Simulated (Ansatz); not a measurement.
# Be: stress in a strained cell

Aim: deform Be (equal xy, yz and zx engineering shear strains of +3 %) and compute stress, forces and field gradients with LAPW, PAW and all-electron datasets made for the crystal.

Method: DFT PBE, scalar-relativistic, in Ansatz 0.2.0.

## 1. Starting point

The structure is tetragonal, space group P4_2/mnm (No. 136). The conventional cell has a = 3.747 Å, b = 3.747 Å, c = 2.281 Å, α = 90.00°, β = 90.00°, γ = 90.00°. Be (site symmetry m2m) is surrounded by 11 Be at 2.15 to 2.28 Å.

Coordinates:

```cif
data_structure
_symmetry_space_group_name_H-M 'P 1'
_symmetry_Int_Tables_number 1
_cell_length_a 3.7468
_cell_length_b 3.7468
_cell_length_c 2.2813
_cell_angle_alpha 90.000
_cell_angle_beta 90.000
_cell_angle_gamma 90.000
_cell_volume 32.03
loop_
_atom_site_label
_atom_site_type_symbol
_atom_site_fract_x
_atom_site_fract_y
_atom_site_fract_z
_atom_site_occupancy
Be1 Be 0.29741 0.29741 0.00000 1
Be2 Be 0.70259 0.70259 0.00000 1
Be3 Be 0.20259 0.79741 0.50000 1
Be4 Be 0.79741 0.20259 0.50000 1
```

Atoms are numbered in the order of the input: Be1, Be2, Be3, Be4.

## 2. The deformed structure

Space group P4_2/mnm before, C2/m after.

## 3. All-electron LAPW

File input.yaml:

```yaml
crystal:
  lattice:
    - [3.746814, 0.05620221, 0.05620221]
    - [0.05620221, 3.746814, 0.05620221]
    - [0.0342192, 0.0342192, 2.28128]
  atoms:
    - { symbol: Be, position: [0.297408, 0.297408, 0.0] }
    - { symbol: Be, position: [0.702592, 0.702592, 0.0] }
    - { symbol: Be, position: [0.202592, 0.797408, 0.5] }
    - { symbol: Be, position: [0.797408, 0.202592, 0.5] }
kpoints:
  mp_grid: { grid: [9, 9, 14] }
  band_path:
    path:
      - [0.0, 0.0, 0.0]
      - [0.4857550193, -0.4857550193, 0.0]
      - [-0.4857550193, -0.5142449807, 0.0]
      - [-0.5, -0.5, 0.0]
      - [0.0, 0.0, 0.0]
      - [-0.5, -0.5, -0.5]
      - [-0.462358815, -0.537641185, -0.5]
      - [0.462358815, -0.462358815, -0.5]
      - [0.0, 0.0, -0.5]
    npoints: 5
scf:
  occupations: { method: fermi_dirac, width: 0.05 }
hamiltonian:
  xc: pbe
  pseudopotentials: { kind: all_electron, lapw: { basis_error: 0.001 } }
output:
  forces: true
  stress: true
  eigenvalues: true
```

Run with:

```sh
$ ansatz run input.yaml --threads 1 --pin off --max-ram 6144MiB --backend cpu --events-out ev --progress --plain --runs-dir out
```

## 4. PAW on the default files

File input.yaml:

```yaml
crystal:
  lattice:
    - [3.746814, 0.05620221, 0.05620221]
    - [0.05620221, 3.746814, 0.05620221]
    - [0.0342192, 0.0342192, 2.28128]
  atoms:
    - { symbol: Be, position: [0.297408, 0.297408, 0.0] }
    - { symbol: Be, position: [0.702592, 0.702592, 0.0] }
    - { symbol: Be, position: [0.202592, 0.797408, 0.5] }
    - { symbol: Be, position: [0.797408, 0.202592, 0.5] }
kpoints:
  mp_grid: { grid: [9, 9, 14] }
scf:
  occupations: { method: fermi_dirac, width: 0.05 }
hamiltonian:
  xc: pbe
  pseudopotentials: { kind: paw }
output:
  forces: true
  stress: true
  eigenvalues: true
  efg: { contact_densities: true }
```

## 5. All-electron PAW on datasets made for the crystal

Edit input.yaml of step 4 so:

```diff
@@ -16,3 +16,3 @@
   xc: pbe
-  pseudopotentials: { kind: paw }
+  pseudopotentials: { kind: all_electron, datasets: crystal }
 output:
```

(Steps that only read results are left out.)

**Question.** What will these runs give? Wanted: pressure; largest shear or deviatoric stress.

The runs gave:

```
                                 quantity                                           value
                                 pressure  LAPW 0.21, PAW 0.24, crystal datasets 0.20 GPa
largest shear or deviatoric stress (LAPW)                                        5.18 GPa
```

What this shows: The largest part of the stress beyond the pressure is 5.18 GPa in size; the atoms are carried along and not relaxed. No run of the undeformed cell stands beside it, so the pressure holds what the given cell had before the change. PAW: stress within 0.03 GPa of LAPW, forces within 1 meV/Å. Crystal datasets: stress within 0.01 GPa of LAPW, forces within 1 meV/Å.
